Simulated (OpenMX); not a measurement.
# Sb (P2_1/m) in OpenMX: equation of state, part 2 of 2

OpenMX 3.8.5. Earlier steps stand in the parts before.

### 3 Single point, PBE, 30.50 Å³/atom (volume scaled by 1.02)

The input, Sb.dat:

```
System.CurrrentDirectory             ./
System.Name                          Sb
DATA.PATH                            ./DFT_DATA13
level.of.stdout                      1
level.of.fileout                     0
Species.Number                       1
<Definition.of.Atomic.Species
  Sb  Sb7.0-s3p2d2           Sb_PBE13
Definition.of.Atomic.Species>

Atoms.Number                         2
Atoms.SpeciesAndCoordinates.Unit     FRAC
<Atoms.SpeciesAndCoordinates
    1  Sb    0.0113890000    0.2500000000    0.2411660000   7.500  7.500
    2  Sb    0.9886110000    0.7500000000    0.7588340000   7.500  7.500
Atoms.SpeciesAndCoordinates>

Atoms.UnitVectors.Unit               Ang
<Atoms.UnitVectors
     3.1430807616    0.0000000000    0.0000000000
     0.0000000000    4.3763103490    0.0000000000
    -0.0391727227    0.0000000000    4.4350306782
Atoms.UnitVectors>

scf.XcType                           GGA-PBE
scf.SpinPolarization                 off
scf.ElectronicTemperature            580.226
scf.maxIter                          100
scf.EigenvalueSolver                 band
scf.Kgrid                            9 7 7
scf.Mixing.Type                      rmm-diisk
scf.Init.Mixing.Weight               0.05
scf.Min.Mixing.Weight                0.001
scf.Max.Mixing.Weight                0.3
scf.Mixing.History                   25
scf.Mixing.StartPulay                8
scf.criterion                        1.0e-8
MD.Type                              nomd
scf.Ngrid                            42 60 60
scf.energycutoff                     500.0
```

Potentials or basis: OpenMX 2013 PBE set, Sb7.0-s3p2d2, fixed grid of 42 × 60 × 60 points.

Started as:

```sh
$ openmx Sb.dat -nt 1 > Sb.std
```

Run time: 1.7 min. Hardware: 1 thread of Arm Neoverse N1, shared host; peak memory 0.98 GiB.

The run converged. Its results:

| Quantity | Value |
| --- | --- |
| Free energy | -4716.2187 eV |
| Largest force | 0.153 eV/Å |
| Band gap on the k mesh | none (metal or under the smearing width) |

Caveat: the basis has few d functions beyond the semicore shells, which can make volumes several per cent too large; the basis of atomic orbitals isn't converged, which shifts pressures, moduli and gaps.

### 4 Single point, PBE, 28.71 Å³/atom (volume scaled by 0.96)

Sb.dat, as its differences from that of step 3:

```diff
@@ -19,5 +19,5 @@
 <Atoms.UnitVectors
-     3.1430807616    0.0000000000    0.0000000000
-     0.0000000000    4.3763103490    0.0000000000
-    -0.0391727227    0.0000000000    4.4350306782
+     3.0802022053    0.0000000000    0.0000000000
+     0.0000000000    4.2887605540    0.0000000000
+    -0.0383890571    0.0000000000    4.3463061600
 Atoms.UnitVectors>
```

Started as:

```sh
$ openmx Sb.dat -nt 1 > Sb.std
```

Wall time 1.8 min (1 thread of Arm Neoverse N1, shared host); peak memory 1 GiB.

It converged, with:

* Free energy: -4716.1658 eV
* Largest force: 0.253 eV/Å
* Band gap on the k mesh: none (metal or under the smearing width)

Caveat: the basis has few d functions beyond the semicore shells, which can make volumes several per cent too large; the basis of atomic orbitals isn't converged, which shifts pressures, moduli and gaps.

### 5 Single point, PBE, 31.10 Å³/atom (volume scaled by 1.04)

Sb.dat, as its differences from that of step 4:

```diff
@@ -19,5 +19,5 @@
 <Atoms.UnitVectors
-     3.0802022053    0.0000000000    0.0000000000
-     0.0000000000    4.2887605540    0.0000000000
-    -0.0383890571    0.0000000000    4.3463061600
+     3.1634909488    0.0000000000    0.0000000000
+     0.0000000000    4.4047287450    0.0000000000
+    -0.0394270982    0.0000000000    4.4638303856
 Atoms.UnitVectors>
```

Potentials or basis: OpenMX 2013 PBE set, Sb7.0-s3p2d2, fixed grid of 42 × 60 × 60 points.

Started as:

```sh
$ openmx Sb.dat -nt 1 > Sb.std
```

Sb.out:

```text
Required cutoff energy (Ryd) for 3D-grids = 499.7822
      Used cutoff energy (Ryd) for 3D-grids = 487.1933, 512.8215, 499.3318
  Num. of grids of a-, b-, and c-axes = 42, 60, 60

  Num.Grid1.    42
  Num.Grid2.    60
  Num.Grid3.    60

  Cell_Volume =    419.749276490922 (Bohr^3)
  GridVol     =      0.002776119554 (Bohr^3)
  Cell vectors (bohr) of the grid cell (gtv)
    gtv_a =  0.142336453823,  0.000000000000,  0.000000000000
    gtv_b =  0.000000000000,  0.138728839701,  0.000000000000
    gtv_c = -0.001241773535,  0.000000000000,  0.140590271471
    |gtv_a| =  0.142336453823
    |gtv_b| =  0.138728839701
    |gtv_c| =  0.140595755391

[... 221 lines left out ...]
  px          1   -0.010921241 -0.010921241  -0.021842482   0.000000000
  py          1   -0.010004323 -0.010004323  -0.020008646   0.000000000
  pz          1   -0.010555581 -0.010555581  -0.021111162   0.000000000
   sum over m     -0.031481145 -0.031481145  -0.062962290   0.000000000
   sum over m+mul  1.291125560  1.291125560   2.582251120   0.000000000
  d3z^2-r^2   0    0.999887531  0.999887531   1.999775062   0.000000000
  dx^2-y^2    0    0.999601371  0.999601371   1.999202741   0.000000000
  dxy         0    1.000056018  1.000056018   2.000112037   0.000000000
  dxz         0    1.000060008  1.000060008   2.000120016   0.000000000
  dyz         0    0.999516868  0.999516868   1.999033736   0.000000000
   sum over m      4.999121796  4.999121796   9.998243592   0.000000000
  d3z^2-r^2   1    0.045128261  0.045128261   0.090256522   0.000000000
  dx^2-y^2    1    0.069792598  0.069792598   0.139585196   0.000000000
  dxy         1    0.031016088  0.031016088   0.062032176   0.000000000
  dxz         1    0.031249060  0.031249060   0.062498119   0.000000000
  dyz         1    0.084096256  0.084096256   0.168192511   0.000000000
   sum over m      0.261282262  0.261282262   0.522564525   0.000000000
   sum over m+mul  5.260404058  5.260404058  10.520808117   0.000000000

***********************************************************
       xyz-coordinates (Ang) and forces (Hartree/Bohr)
***********************************************************

<coordinates.forces
  2
    1    Sb     0.02652   1.10118   1.07652  -0.000856315370  0.000000001309  0.001519216018
    2    Sb     3.09754   3.30355   3.38731   0.000856315370 -0.000000001309 -0.001519216018
coordinates.forces>

***********************************************************
       Fractional coordinates of the final structure
***********************************************************

     1     Sb     0.01138900000000   0.25000000000000   0.24116600000000
     2     Sb     0.98861100000000   0.75000000000000   0.75883400000000
```

Sb.std:

```text
*******************************************************
 Welcome to OpenMX   Ver. 3.8.5
 Copyright (C), 2002-2014, T. Ozaki
 OpenMX comes with ABSOLUTELY NO WARRANTY.
 This is free software, and you are welcome to
 redistribute it under the constitution of the GNU-GPL.
*******************************************************
[... 197 lines left out ...]
  Uzs   =       0.000000000000
  Uzo   =       0.000000000000
  Uef   =       0.000000000000
  UvdW  =       0.000000000000
  Utot  =    -173.317452047122

*******************************************************
             MD or geometry opt. at MD = 1
*******************************************************

outputting data on grids to files...

The calculation was normally finished.
```

Run time: 99 s. Hardware: 1 thread of Arm Neoverse N1, shared host; peak memory 0.97 GiB.

What came out:

* Free energy: -4716.2190 eV
* Largest force: 0.090 eV/Å
* Band gap on the k mesh: none (metal or under the smearing width)

Caveat: the basis has few d functions beyond the semicore shells, which can make volumes several per cent too large; the basis of atomic orbitals isn't converged, which shifts pressures, moduli and gaps.

### 6 Single point, PBE, 28.11 Å³/atom (volume scaled by 0.94)

Sb.dat, as its differences from that of step 5:

```diff
@@ -19,5 +19,5 @@
 <Atoms.UnitVectors
-     3.1634909488    0.0000000000    0.0000000000
-     0.0000000000    4.4047287450    0.0000000000
-    -0.0394270982    0.0000000000    4.4638303856
+     3.0586616250    0.0000000000    0.0000000000
+     0.0000000000    4.2587682402    0.0000000000
+    -0.0381205934    0.0000000000    4.3159114163
 Atoms.UnitVectors>
```

Potentials or basis: OpenMX 2013 PBE set, Sb7.0-s3p2d2, fixed grid of 42 × 60 × 60 points.

Started as:

```sh
$ openmx Sb.dat -nt 1 > Sb.std
```

Run time: 1.9 min. Hardware: 1 thread of Arm Neoverse N1, shared host; peak memory 1.1 GiB.

Results (log left out):

| Property | Result |
| --- | --- |
| Free energy | -4716.1273 eV |
| Largest force | 0.324 eV/Å |
| Band gap on the k mesh | none (metal or under the smearing width) |

Caveat: the basis has few d functions beyond the semicore shells, which can make volumes several per cent too large; the basis of atomic orbitals isn't converged, which shifts pressures, moduli and gaps.

### 7 Single point, PBE, 31.70 Å³/atom (volume scaled by 1.06)

Sb.dat, as its differences from that of step 6:

```diff
@@ -19,5 +19,5 @@
 <Atoms.UnitVectors
-     3.0586616250    0.0000000000    0.0000000000
-     0.0000000000    4.2587682402    0.0000000000
-    -0.0381205934    0.0000000000    4.3159114163
+     3.1836411160    0.0000000000    0.0000000000
+     0.0000000000    4.4327850985    0.0000000000
+    -0.0396782330    0.0000000000    4.4922631929
 Atoms.UnitVectors>
```

Started as:

```sh
$ openmx Sb.dat -nt 1 > Sb.std
```

Wall time 97 s (1 thread of Arm Neoverse N1, shared host); peak memory 0.96 GiB.

The run converged. Its results:

* Free energy: -4716.2119 eV
* Largest force: 0.073 eV/Å
* Band gap on the k mesh: none (metal or under the smearing width)

Caveat: the basis has few d functions beyond the semicore shells, which can make volumes several per cent too large; the basis of atomic orbitals isn't converged, which shifts pressures, moduli and gaps.

### 8 Equation of state, PBE

Potentials or basis: OpenMX 2013 PBE set, Sb7.0-s3p2d2, fixed grid of 42 × 60 × 60 points.

No new run: the results of the series are fitted here.

Results:

```
Equilibrium volume                        : 30.81 Å³/atom
Bulk modulus at fixed shape and positions : 52 GPa
Pressure derivative of the bulk modulus   : 4.8
```

Energy against volume, from the lowest point:
```tsv
volume (Å³/atom)	energy (meV/atom)
28.110	45.83
28.708	26.57
29.306	12.82
29.904	4.26
30.502	0.16
31.100	0.00
31.698	3.52
```

Caveat: the basis has few d functions beyond the semicore shells, which can make volumes several per cent too large; volumes in these bases differ from converged ones by about 1 %, for some elements by several; the cell was scaled at fixed shape and fractional positions, which overstates the stiffness of a crystal with free parameters, most of all of layers and chains; the basis of atomic orbitals isn't converged, which shifts pressures, moduli and gaps.
